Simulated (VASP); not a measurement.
# NaCl (Fm-3m) in VASP: notebook

The runs below take NaCl through elastic constants, with optB88-vdW, PBE.

All numbers are computed with VASP 6.6.1; they aren't measurements. Logs are shortened: lines on timing, memory, paths and dates and some standing lists are left out, and cuts for length are marked.

## (1) The crystal as given

Symmetry: Fm-3m, No. 225, cubic system. The conventional cell has a = 5.620 Å, b = 5.620 Å, c = 5.620 Å, α = 90.00°, β = 90.00°, γ = 90.00°. Around Na (site symmetry m-3m) lie 6 Cl at 2.81 Å. Around Cl (site symmetry m-3m) lie 6 Na at 2.81 Å.

The cell was built by a generator and needn't be a form met in nature.

## (2) Elastic constants, optB88-vdW

Contents of POSCAR:

```
NaCl
1.0
    0.0000000000      2.8100000000      2.8100000000
    2.8100000000      0.0000000000      2.8100000000
    2.8100000000      2.8100000000      0.0000000000
Na Cl
1 1
Direct
    0.0000000000      0.0000000000      0.0000000000
    0.5000000000      0.5000000000      0.5000000000
```

Contents of INCAR.step1:

```
SYSTEM = NaCl
AGGAC    = 0.0          
ALGO     = Normal         ! electronic algorithm
EDIFF    = 1E-8           ! SCF threshold, eV
EDIFFG   = -0.002         ! ionic threshold
ENCUT    = 600            ! plane-wave cutoff, eV
GGA      = BO             ! functional
IBRION   = 2              ! ionic algorithm
ISIF     = 3              ! what is computed and relaxed
ISMEAR   = 0              ! smearing method
KPAR     = 2            
LASPH    = .True.         ! aspherical terms in the spheres
LCHARG   = .False.        ! write CHGCAR
LREAL    = .False.        ! projectors in reciprocal space
LUSE_VDW = .True.       
LWAVE    = .False.        ! write WAVECAR
NELM     = 80             ! most SCF steps
NSW      = 40             ! ionic steps
PARAM1   = 0.1833333333 
PARAM2   = 0.22         
PREC     = Accurate       ! precision mode
SIGMA    = 0.05           ! smearing width, eV
```

Contents of INCAR.step2:

```
SYSTEM = NaCl
AGGAC    = 0.0          
ALGO     = Normal         ! electronic algorithm
EDIFF    = 1E-8           ! SCF threshold, eV
ENCUT    = 600            ! plane-wave cutoff, eV
GGA      = BO             ! functional
IBRION   = 6              ! ionic algorithm
ISIF     = 3              ! what is computed and relaxed
ISMEAR   = 0              ! smearing method
KPAR     = 2            
LASPH    = .True.         ! aspherical terms in the spheres
LCHARG   = .False.        ! write CHGCAR
LREAL    = .False.        ! projectors in reciprocal space
LUSE_VDW = .True.       
LWAVE    = .False.        ! write WAVECAR
NELM     = 80             ! most SCF steps
NFREE    = 2            
NSW      = 1              ! ionic steps
PARAM1   = 0.1833333333 
PARAM2   = 0.22         
POTIM    = 0.015          ! step
PREC     = Accurate       ! precision mode
SIGMA    = 0.05           ! smearing width, eV
```

Contents of KPOINTS:

```
k-points
0
Gamma
  10 10 10
  0 0 0
```

Potentials or basis: VASP PAW PBE potentials, release 64 (Na_pv, Cl).

The run is started by

```bash
$ cat potpaw_PBE.64/Na_pv/POTCAR potpaw_PBE.64/Cl/POTCAR > POTCAR
$ cp INCAR.step1 INCAR
$ mpirun -np 2 vasp_std > vasp.out
$ cp CONTCAR POSCAR
$ cp INCAR.step2 INCAR
$ mpirun -np 2 vasp_std > vasp.out
```

OUTCAR:

```text
SYSTEM = NaCl
   EDIFF = 1E-8
   ENCUT = 600
   GGA = BO
   IBRION = 6
   ISIF = 3
   ISMEAR = 0
   LASPH = .True.
   LREAL = .False.
   NELM = 80
   NFREE = 2
   NSW = 1
   POTIM = 0.015
   PREC = Accurate

 ion  position               nearest neighbor table
   1  0.000  0.000  0.000-
   2  0.500  0.500  0.500-

  LATTYP: Found a face centered cubic cell.
 ALAT       =     5.6066961088

  Lattice vectors:

 A1 = (   0.0000000000,   2.8033480544,   2.8033480544)
 A2 = (   2.8033480544,   0.0000000000,   2.8033480544)
 A3 = (   2.8033480544,   2.8033480544,   0.0000000000)

Analysis of symmetry for initial positions (statically):
=====================================================================
 Subroutine PRICEL returns:
 Original cell was already a primitive cell.

 Routine SETGRP: Setting up the symmetry group for a
 face centered cubic supercell.

 Subroutine GETGRP returns: Found 48 space group operations
 (whereof 48 operations were pure point group operations)
 out of a pool of 48 trial point group operations.

The static configuration has the point symmetry O_h .

Analysis of symmetry for dynamics (positions and initial velocities):
=====================================================================
 Subroutine PRICEL returns:
 Original cell was already a primitive cell.

 Routine SETGRP: Setting up the symmetry group for a
 face centered cubic supercell.

 Subroutine GETGRP returns: Found 48 space group operations
 (whereof 48 operations were pure point group operations)
 out of a pool of 48 trial point group operations.

The dynamic configuration has the point symmetry O_h .

 Subroutine INISYM returns: Found 48 space group operations
 (whereof 48 operations are pure point group operations),
 and found     1 'primitive' translations

----------------------------------------------------------------------------------------

                                     Primitive cell

  volume of cell :      44.0617

  direct lattice vectors                    reciprocal lattice vectors
     0.000000000  2.803348054  2.803348054    -0.178358160  0.178358160  0.178358160
     2.803348054  0.000000000  2.803348054     0.178358160 -0.178358160  0.178358160
     2.803348054  2.803348054  0.000000000     0.178358160  0.178358160 -0.178358160

  length of vectors
     3.964532839  3.964532839  3.964532839     0.308925395  0.308925395  0.308925395

  position of ions in fractional coordinates (direct lattice)
     0.000000000  0.000000000  0.000000000
     0.500000000  0.500000000  0.500000000

  ion indices of the primitive-cell ions
   primitive index   ion index
                 1           1
                 2           2

----------------------------------------------------------------------------------------

 KPOINTS: k-points

Automatic generation of k-mesh.
 Grid dimensions read from file:
 generate k-points for:   10   10   10

 Generating k-lattice:

  Cartesian coordinates                     Fractional coordinates (reciprocal lattice)
    -0.017835816  0.017835816  0.017835816     0.100000000  0.000000000  0.000000000
     0.017835816 -0.017835816  0.017835816     0.000000000  0.100000000  0.000000000
     0.017835816  0.017835816 -0.017835816     0.000000000  0.000000000  0.100000000

  Length of vectors
     0.030892539  0.030892539  0.030892539

  Shift w.r.t. Gamma in fractional coordinates (k-lattice)
     0.000000000  0.000000000  0.000000000

 Subroutine IBZKPT returns following result:
[... 78 lines left out ...]
   BPARAM     = 6.3000
   IVDW    =     0    specifies the selected vdW correction
   LEPSILON=     F    determine dielectric tensor
   LRPA    =     F    only Hartree local field effects (RPA)
 finite differences with symmetry
 non-spin polarized calculation
 Gauss-broadening in eV      SIGMA  =   0.05
  energy-cutoff  :      600.00
  volume of cell :       44.06
 maximum number of plane-waves:      1488
   NGX = 15   NGY = 15   NGZ = 15

--------------------------------------- Ionic step        1  -------------------------------------------

 number of electron      14.0000009 magnetization

 Free energy of the ion-electron system (eV)
  ---------------------------------------------------
  ext. energy  EPLUGINS =         0.00000000
  ---------------------------------------------------
  free energy    TOTEN  =        -3.10133878 eV

  energy without entropy =       -3.10133878  energy(sigma->0) =       -3.10133878

------------------------ aborting loop because EDIFF is reached ----------------------------------------

  FORCE on cell =-STRESS in cart. coord.  units (eV):
  Direction    XX          YY          ZZ          XY          YZ          ZX
  --------------------------------------------------------------------------------------
  -------------------------------------------------------------------------------------
  Total       -0.0011037     -0.0011037     -0.0011037     -0.0000000      0.0000000      0.0000000
  in kB       -0.0401336     -0.0401336     -0.0401336     -0.0000000      0.0000000      0.0000000
  external PRESSURE =      -0.0401336 kB  Pullay stress =       0.0000000 kB
[... 97 lines left out ...]
  energy  without entropy=       -3.0993489161  energy(sigma->0) =       -3.09934892

Total vdW correction in eV:      3.2341627

[... ionic steps 4 to 14 ...]

--------------------------------------- Ionic step       15  -------------------------------------------

 number of electron      14.0000005 magnetization

------------------------ aborting loop because EDIFF is reached ----------------------------------------
[... 71 lines left out ...]
--------------------------------------- Ionic step       17  -------------------------------------------

 number of electron      14.0000009 magnetization

 Free energy of the ion-electron system (eV)
  ---------------------------------------------------
  ext. energy  EPLUGINS =         0.00000000
  ---------------------------------------------------
  free energy    TOTEN  =        -3.10116235 eV

  energy without entropy =       -3.10116235  energy(sigma->0) =       -3.10116235

 E-fermi :  -0.5533     XC(G=0):  -8.4073

 val. band max:       -0.7970489761   @ k =   0.0000   0.0000   0.0000
 cond. band min:       4.3627452195   @ k =   0.0000   0.0000   0.0000
 fundamental gap:      5.1597941955
 Fermi energy:        -0.5532947802

 k-point     1 :       0.0000    0.0000    0.0000
  band No.  band energies     occupation
      1     -21.7952      2.00000
      2     -21.7952      2.00000
      3     -21.7952      2.00000
      4     -13.4750      2.00000
      5      -0.7971      2.00000
      6      -0.7971      2.00000
      7      -0.7970      2.00000
      8       4.3627      0.00000
      9      10.3105      0.00000
     10      10.3105      0.00000
     11      10.3106      0.00000
[... 309 lines left out ...]
 k-point    24 :       0.4000    0.3000    0.0000
  band No.  band energies     occupation
      1     -21.8141      2.00000
      2     -21.8024      2.00000
      3     -21.8017      2.00000
      4     -13.1379      2.00000
      5      -2.3028      2.00000
      6      -1.3654      2.00000
      7      -1.2860      2.00000
      8       7.0578      0.00000
      9       7.8171      0.00000
     10       9.7107      0.00000
     11      12.3132      0.00000

 [... further k-points ...]
[... 5 lines left out ...]
  --------------------------------------------------------------------------------------
  -------------------------------------------------------------------------------------
  Total        0.0017771     -0.0010984     -0.0010984      0.0000000      0.0000000      0.0000000
  in kB        0.0646192     -0.0399419     -0.0399419      0.0000000      0.0000000      0.0000000
  external PRESSURE =      -0.0050882 kB  Pullay stress =       0.0000000 kB
[... 21 lines left out ...]
  energy  without entropy=       -3.1011623533  energy(sigma->0) =       -3.10116235

Total vdW correction in eV:      3.2473162

 INTERNAL STRAIN TENSORS FROM STRAINED CELLS
 ============================================

 INTERNAL STRAIN TENSOR FOR ION    1 for displacements in x,y,z  (eV/Angst):
          X           Y           Z          XY          YZ          ZX
  --------------------------------------------------------------------------------
  x    -0.00000     0.00000    -0.00000     0.00000     0.00000     0.00000
  y    -0.00000     0.00000    -0.00000     0.00000    -0.00000     0.00000
  z     0.00000    -0.00000    -0.00000     0.00000    -0.00000     0.00000

 INTERNAL STRAIN TENSORS FROM DISPLACED ATOMS
 ============================================

 INTERNAL STRAIN TENSOR FOR ION    1 for displacements in x,y,z  (eV/Angst):
          X           Y           Z          XY          YZ          ZX
  --------------------------------------------------------------------------------
  x     0.00000     0.00000     0.00000     0.00000     0.00000     0.00000
  y     0.00000     0.00000     0.00000     0.00000     0.00000     0.00000
  z     0.00000     0.00000     0.00000     0.00000     0.00000     0.00000

 INTERNAL STRAIN TENSOR FOR ION    2 for displacements in x,y,z  (eV/Angst):
          X           Y           Z          XY          YZ          ZX
  --------------------------------------------------------------------------------
  x     0.00000     0.00000     0.00000     0.00000     0.00000     0.00000
  y     0.00000     0.00000     0.00000     0.00000     0.00000     0.00000
  z     0.00000     0.00000     0.00000     0.00000     0.00000     0.00000

 Eigenvectors and eigenvalues of the dynamical matrix
 ----------------------------------------------------

   1 f  =    5.252229 THz    33.000729 2PiTHz  175.195507 cm-1    21.721465 meV
             X         Y         Z           dx          dy          dz
      0.000000  0.000000  0.000000     0.000000    0.782016    0.000000
      2.803348  2.803348  2.803348     0.000000   -0.623259    0.000000
[... 21 lines left out ...]
   6 f/i=    0.026496 THz     0.166479 2PiTHz    0.883811 cm-1     0.109579 meV
             X         Y         Z           dx          dy          dz
      0.000000  0.000000  0.000000     0.000000    0.000000   -0.623259
      2.803348  2.803348  2.803348     0.000000    0.000000   -0.782016

--------------------------------------------------------------------------------------------------------

 ELASTIC MODULI CONTR FROM IONIC RELAXATION (kBar)
 Direction    XX          YY          ZZ          XY          YZ          ZX
 --------------------------------------------------------------------------------
 XX           0.0000      0.0000      0.0000      0.0000      0.0000      0.0000
 YY           0.0000      0.0000      0.0000      0.0000      0.0000      0.0000
 ZZ           0.0000      0.0000      0.0000      0.0000      0.0000      0.0000
 XY           0.0000      0.0000      0.0000      0.0000      0.0000      0.0000
 YZ           0.0000      0.0000      0.0000      0.0000      0.0000      0.0000
 ZX           0.0000      0.0000      0.0000      0.0000      0.0000      0.0000
 --------------------------------------------------------------------------------

 TOTAL ELASTIC MODULI (kBar)
 Direction    XX          YY          ZZ          XY          YZ          ZX
 --------------------------------------------------------------------------------
 XX         609.2039    111.8135    111.8135     -0.0000     -0.0000     -0.0000
 YY         111.8135    609.2039    111.8135     -0.0000      0.0000      0.0000
 ZZ         111.8135    111.8135    609.2039      0.0000      0.0000     -0.0000
 XY          -0.0000     -0.0000      0.0000    131.7412      0.0000      0.0000
 YZ          -0.0000      0.0000      0.0000      0.0000    131.7412      0.0000
 ZX          -0.0000      0.0000     -0.0000      0.0000      0.0000    131.7412
 --------------------------------------------------------------------------------
```

Run time: 11 min. Hardware: 2 MPI ranks of Intel Xeon 6975P-C (Granite Rapids), shared host; peak memory 0.51 GiB.

What came out:

* Relaxed volume: 22.03 Å³/atom
* Relaxed cell: a = 3.965 Å, b = 3.965 Å, c = 3.965 Å, α = 60.00°, β = 60.00°, γ = 60.00°
* Space group after relaxing (to 0.05 Å): Fm-3m (No. 225)
* Elastic constants C11, C12, C44: 61, 11, 13 GPa
* Voigt bulk modulus: 28 GPa
* Highest phonon frequency at Γ, LO-TO splitting left out: 175 cm⁻¹

Step by step:
```
step  energy change (eV)  largest force (eV/Å)  pressure (GPa)  volume (Å³)
   1              0.0000                0.0000           -0.20        44.38
   2             -0.0002                0.0000           -0.08        44.20
   3             -0.0002                0.0000           -0.02        44.10
   4             -0.0002                0.0000            0.00        44.06
```

Final structure:
```
Na Cl
1.0
     0.00000    2.80335    2.80335
     2.80335    0.00000    2.80335
     2.80335    2.80335    0.00000
Na Cl
1 1
Direct
  0.00000 0.00000 0.00000
  0.50000 0.50000 0.50000
```

Phonon frequencies in cm⁻¹ (negative: imaginary):
| q point | frequencies |
| --- | --- |
| (0.000, 0.000, 0.000) | -1 -1 -1 175 175 175 |

Elastic tensor in Voigt notation (GPa, in the Cartesian axes of the cell as first typed):
```
61 11 11  0  0  0
11 61 11  0  0  0
11 11 61  0  0  0
 0  0  0 13  0  0
 0  0  0  0 13  0
 0  0  0  0  0 13
```

Clamped-ion elastic tensor (GPa):
```
61 11 11  0  0  0
11 61 11  0  0  0
11 11 61  0  0  0
 0  0  0 13  0  0
 0  0  0  0 13  0
 0  0  0  0  0 13
```

Caveat: the PAW data sets were made with another functional, which shifts forces and pressure a little.

## (3) Elastic constants, PBE

POSCAR is that of step 2.

Contents of INCAR.step1:

```
SYSTEM = NaCl
PREC     = Accurate       ! precision mode
ENCUT    = 600            ! plane-wave cutoff, eV
EDIFF    = 1E-8           ! SCF threshold, eV
ISMEAR   = 0              ! smearing method
SIGMA    = 0.05           ! smearing width, eV
LREAL    = .False.        ! projectors in reciprocal space
LASPH    = .True.         ! aspherical terms in the spheres
NELM     = 60             ! most SCF steps
ALGO     = Normal         ! electronic algorithm
ISIF     = 3              ! what is computed and relaxed
LWAVE    = .False.        ! write WAVECAR
LCHARG   = .False.        ! write CHGCAR
GGA      = PE             ! functional
IBRION   = 2              ! ionic algorithm
NSW      = 40             ! ionic steps
EDIFFG   = -0.002         ! ionic threshold
KPAR     = 2
```

Contents of INCAR.step2:

```
SYSTEM = NaCl
PREC     = Accurate       ! precision mode
ENCUT    = 600            ! plane-wave cutoff, eV
EDIFF    = 1E-8           ! SCF threshold, eV
ISMEAR   = 0              ! smearing method
SIGMA    = 0.05           ! smearing width, eV
LREAL    = .False.        ! projectors in reciprocal space
LASPH    = .True.         ! aspherical terms in the spheres
NELM     = 60             ! most SCF steps
ALGO     = Normal         ! electronic algorithm
ISIF     = 3              ! what is computed and relaxed
LWAVE    = .False.        ! write WAVECAR
LCHARG   = .False.        ! write CHGCAR
GGA      = PE             ! functional
IBRION   = 6              ! ionic algorithm
NFREE    = 2            
POTIM    = 0.015          ! step
NSW      = 1              ! ionic steps
KPAR     = 2
```

Contents of KPOINTS:

```
regular mesh
0
Gamma
  10 10 10
  0 0 0
```

Potentials or basis: VASP PAW PBE potentials, release 64 (Na_pv, Cl).

The run is started by

```bash
$ cat potpaw_PBE.64/Na_pv/POTCAR potpaw_PBE.64/Cl/POTCAR > POTCAR
$ cp INCAR.step1 INCAR
$ mpirun -np 2 vasp_std > vasp.out
$ cp CONTCAR POSCAR
$ cp INCAR.step2 INCAR
$ mpirun -np 2 vasp_std > vasp.out
```

It took 3.6 min on 2 MPI ranks of Intel Xeon 6975P-C (Granite Rapids), shared host; peak memory 0.39 GiB.

The run converged. Its results:

| Quantity | Value |
| --- | --- |
| Relaxed volume | 23.10 Å³/atom |
| Relaxed cell | a = 4.028 Å, b = 4.028 Å, c = 4.028 Å, α = 60.00°, β = 60.00°, γ = 60.00° |
| Space group after relaxing (to 0.05 Å) | Fm-3m (No. 225) |
| Elastic constants C11, C12, C44 | 48, 12, 12 GPa |
| Voigt bulk modulus | 24 GPa |
| Highest phonon frequency at Γ, LO-TO splitting left out | 151 cm⁻¹ |

Step by step:
```csv
step,energy change (eV),largest force (eV/Å),pressure (GPa),volume (Å³)
1,0.0000,0.0000,1.05,44.38
2,-0.0045,0.0000,0.48,45.32
3,-0.0058,0.0000,-0.04,46.28
4,-0.0058,0.0000,0.00,46.21
```

Final structure:
```yaml
crystal:
  lattice:
    - [0.00000, 2.84812, 2.84812]
    - [2.84812, 0.00000, 2.84812]
    - [2.84812, 2.84812, 0.00000]
  atoms:
    - { symbol: Na, position: [0.00000, 0.00000, 0.00000] }
    - { symbol: Cl, position: [0.50000, 0.50000, 0.50000] }
```

Phonon frequencies in cm⁻¹ (negative: imaginary):
| q point | frequencies |
| --- | --- |
| (0.000, 0.000, 0.000) | 0 0 0 151 151 151 |

Elastic tensor in Voigt notation (GPa, in the Cartesian axes of the cell as first typed):
```
48 12 12  0  0  0
12 48 12  0  0  0
12 12 48  0  0  0
 0  0  0 12  0  0
 0  0  0  0 12  0
 0  0  0  0  0 12
```

Clamped-ion elastic tensor (GPa):
```
48 12 12  0  0  0
12 48 12  0  0  0
12 12 48  0  0  0
 0  0  0 12  0  0
 0  0  0  0 12  0
 0  0  0  0  0 12
```
